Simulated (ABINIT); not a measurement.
Crystal: BP.

```xyz
2
Lattice="0.0000 2.2690 2.2690 2.2690 0.0000 2.2690 2.2690 2.2690 0.0000" Properties=species:S:1:pos:R:3 pbc="T T T"
P     3.4035    3.4035    3.4035
B     0.0000    0.0000    0.0000
```

Base run:

* Program: ABINIT 10.8.3 (patched build)
* Functional: PW91
* Potentials or basis: PseudoDojo NC SR PBE v0.4.1 standard
* Cutoff: 1034 eV
* k mesh: 10 × 10 × 10
* Occupations: fermi-dirac, width 0.05 eV
* Spin: no spin polarisation

Its results: band gap on the k mesh 1.28 eV, indirect (least direct gap 3.44 eV); pressure 1.4 GPa.

Task: The run is repeated on the same cell with these changes: functional from PW91 to rPW86PBE. What comes out?

Result: Band gap on the k mesh 1.44 eV, indirect (least direct gap 3.49 eV); pressure 5.2 GPa.

Caveats: the potentials were made for another functional, which shifts forces and pressure.

Not every run made on this cell is shown here.
